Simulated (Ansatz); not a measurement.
How settings move the G0W0 gap of BaF2 (Fm-3m)

BaF2 (started from an entry of an open crystallographic database), relaxed with r2SCAN; one-shot G0W0 in Ansatz without spin-orbit coupling. (Simulation; spin polarisation is off.)

```
CELL_PARAMETERS angstrom
0.00000 3.09716 3.09716
3.09716 0.00000 3.09716
3.09716 3.09716 0.00000
ATOMIC_POSITIONS crystal
Ba 0.00000 0.00000 0.00000
F 0.25000 0.25000 0.25000
F 0.75000 0.75000 0.75000
```

Gaps are read over the mesh points alone. G0W0 values are finite-basis, finite-mesh values.
```json
{"start": "PBE", "potentials": "PAW", "frequency model": "contour deformation", "mesh": "4×4×4", "empty bands": "96", "screening cutoff (eV)": "80", "Kohn-Sham gap (eV)": "6.84", "G0W0 gap (eV)": "9.45", "rough cost": "24 core-seconds"}
{"start": "PBE", "potentials": "PAW", "frequency model": "contour deformation", "mesh": "4×4×4", "empty bands": "223", "screening cutoff (eV)": "140", "Kohn-Sham gap (eV)": "6.84", "G0W0 gap (eV)": "9.52", "rough cost": "100 core-seconds"}
{"start": "PBE", "potentials": "PAW", "frequency model": "contour deformation", "mesh": "4×4×4", "empty bands": "410", "screening cutoff (eV)": "210", "Kohn-Sham gap (eV)": "6.84", "G0W0 gap (eV)": "9.65", "rough cost": "7 core-minutes"}
{"start": "HSE06", "potentials": "PAW", "frequency model": "contour deformation", "mesh": "4×4×4", "empty bands": "223", "screening cutoff (eV)": "140", "Kohn-Sham gap (eV)": "8.77", "G0W0 gap (eV)": "10.37", "rough cost": "5 core-minutes"}
{"start": "LDA", "potentials": "PAW", "frequency model": "contour deformation", "mesh": "4×4×4", "empty bands": "223", "screening cutoff (eV)": "140", "Kohn-Sham gap (eV)": "6.46", "G0W0 gap (eV)": "9.57", "rough cost": "100 core-seconds"}
{"start": "r2SCAN", "potentials": "PAW", "frequency model": "contour deformation", "mesh": "4×4×4", "empty bands": "223", "screening cutoff (eV)": "140", "Kohn-Sham gap (eV)": "7.41", "G0W0 gap (eV)": "9.78", "rough cost": "2 core-minutes"}
{"start": "PBE", "potentials": "PAW", "frequency model": "Godby-Needs pole", "mesh": "4×4×4", "empty bands": "223", "screening cutoff (eV)": "140", "Kohn-Sham gap (eV)": "6.84", "G0W0 gap (eV)": "9.50", "rough cost": "2.3 core-minutes"}
{"start": "PBE", "potentials": "PAW", "frequency model": "contour deformation", "mesh": "6×6×6", "empty bands": "96", "screening cutoff (eV)": "80", "Kohn-Sham gap (eV)": "6.86", "G0W0 gap (eV)": "9.47", "rough cost": "2.4 core-minutes"}
{"start": "PBE", "potentials": "norm-conserving", "frequency model": "contour deformation", "mesh": "4×4×4", "empty bands": "223", "screening cutoff (eV)": "140", "Kohn-Sham gap (eV)": "6.83", "G0W0 gap (eV)": "9.51", "rough cost": "5 core-minutes"}
```

The quasiparticle gap on this mesh is 9.65 eV (Γ–K (0.67 of the way from Γ) to Γ), against 6.84 eV from PBE: +2.81 eV. Renormalisation factors Z lie between 0.77 and 0.88.

Raising bands and cutoff together moves the gap by +0.07 eV (80 to 140 eV), then +0.13 eV (140 to 210 eV); the last step is still large, so the basis limit isn't reached. Starting from HSE06 (8.77 eV against PBE's 6.84 eV) gives 10.37 eV, +0.85 eV from G0W0@PBE at the same screening cutoff. Starting from LDA (6.46 eV against PBE's 6.84 eV) gives 9.57 eV, +0.05 eV from G0W0@PBE at the same screening cutoff. Starting from r2SCAN (7.41 eV against PBE's 6.84 eV) gives 9.78 eV, +0.26 eV from G0W0@PBE at the same screening cutoff. The Godby-Needs plasmon pole differs from contour deformation by -0.02 eV. A 6×6×6 mesh in place of 4×4×4 changes the opening over PBE by 0.00 eV (the gap on the mesh by +0.02 eV, the PBE gap by +0.02 eV). Norm-conserving potentials (wave cutoff 1320 eV against 420 eV) shift the quasiparticle gap by -0.01 eV and the PBE gap by -0.01 eV. r2SCAN runs take a wave cutoff of 500 eV.
